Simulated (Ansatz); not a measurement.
# TiAl: the cost of one run

Method: DFT PBE, scalar-relativistic, plane waves, PAW, in Ansatz 0.2.0.

The COD cell was measured well above room temperature, so it is larger than a cold one.

3 further runs of the same task are left out: 3 set aside as unsound or not needed.

## Step 1: The structure to begin with

Symmetry: Pm-3m, No. 221, cubic system. The conventional cell has a = 3.186 Å, b = 3.186 Å, c = 3.186 Å, α = 90.00°, β = 90.00°, γ = 90.00°. Around Ti (site symmetry m-3m) lie 8 Al at 2.76 Å. Around Al (site symmetry m-3m) lie 8 Ti at 2.76 Å.

As a file:

```cif
data_structure
_symmetry_space_group_name_H-M 'Pm-3m'
_symmetry_Int_Tables_number 221
_cell_length_a 3.1863
_cell_length_b 3.1863
_cell_length_c 3.1863
_cell_angle_alpha 90.000
_cell_angle_beta 90.000
_cell_angle_gamma 90.000
_cell_volume 32.35
loop_
_atom_site_label
_atom_site_type_symbol
_atom_site_symmetry_multiplicity
_atom_site_Wyckoff_symbol
_atom_site_fract_x
_atom_site_fract_y
_atom_site_fract_z
_atom_site_occupancy
Ti1 Ti 1 b 0.50000 0.50000 0.50000 1
Al1 Al 1 a 0.00000 0.00000 0.00000 1
```

It is the result of an earlier relaxation at this level (volume 16.17 Å³/atom; gap on the mesh: none (metal)).

## Step 2: Building the [111] wire, 16 host atoms a period

The wire is cut from the relaxed crystal, periodic along c with vacuum across. Atoms and period relax; energies count from the bulk, -1518.8496 eV an atom.

The cell holds 8 Ti, 8 Al: a = 14.200 Å, b = 13.800 Å, c = 5.519 Å, α = 90.00°, β = 90.00°, γ = 90.00°.

## Step 3: Relaxing it

Pressure and volume refer to the whole cell with its vacuum; only the period along c may change.

Input file input.yaml:

```yaml
crystal:
  lattice:
    - [14.2, 0.0, 0.0]
    - [0.0, 13.8, 0.0]
    - [0.0, 0.0, 5.5188398667]
  atoms:
    - { symbol: Ti, position: [0.4083941527, 0.5, 0.1666666667] }
    - { symbol: Ti, position: [0.3167883054, 0.3367350043, 0.5] }
    - { symbol: Ti, position: [0.3167883054, 0.6632649957, 0.5] }
    - { symbol: Ti, position: [0.6832116946, 0.3367350043, 0.1666666667] }
    - { symbol: Ti, position: [0.6832116946, 0.6632649957, 0.1666666667] }
    - { symbol: Ti, position: [0.5916058473, 0.5, 0.5] }
    - { symbol: Ti, position: [0.5, 0.3367350043, 0.8333333333] }
    - { symbol: Ti, position: [0.5, 0.6632649957, 0.8333333333] }
    - { symbol: Al, position: [0.3167883054, 0.3367350043, 0.0] }
    - { symbol: Al, position: [0.3167883054, 0.6632649957, 0.0] }
    - { symbol: Al, position: [0.5916058473, 0.5, 0.0] }
    - { symbol: Al, position: [0.5, 0.3367350043, 0.3333333333] }
    - { symbol: Al, position: [0.5, 0.6632649957, 0.3333333333] }
    - { symbol: Al, position: [0.4083941527, 0.5, 0.6666666667] }
    - { symbol: Al, position: [0.6832116946, 0.3367350043, 0.6666666667] }
    - { symbol: Al, position: [0.6832116946, 0.6632649957, 0.6666666667] }
basis:
  ecutwfc: 420
kpoints:
  mp_grid: { grid: [1, 1, 10] }
hamiltonian:
  xc: pbe
scf:
  occupations: { method: gaussian, width: 0.05 }
output:
  forces: true
  stress: true
  eigenvalues: true
  populations: true
  write_density: true
  write_potential: true
  elf: true
  volumetric_format: npy
relax:
  adjacent_minimum: "off"
  f_tol: 0.02
  max_steps: 45
  cell: { fix: [a, b, alpha, beta, gamma], stress_tol: 0.03 }
```

On the command line:

```bash
$ ansatz run input.yaml --threads 4 --pin off --max-ram 11264MiB --backend cpu --events-out ev --progress --plain --runs-dir out
```

Q: Estimate wall time and peak memory on 4 threads of Arm Neoverse V2, shared host.

About 2 min, with a peak of 2.5 GiB.
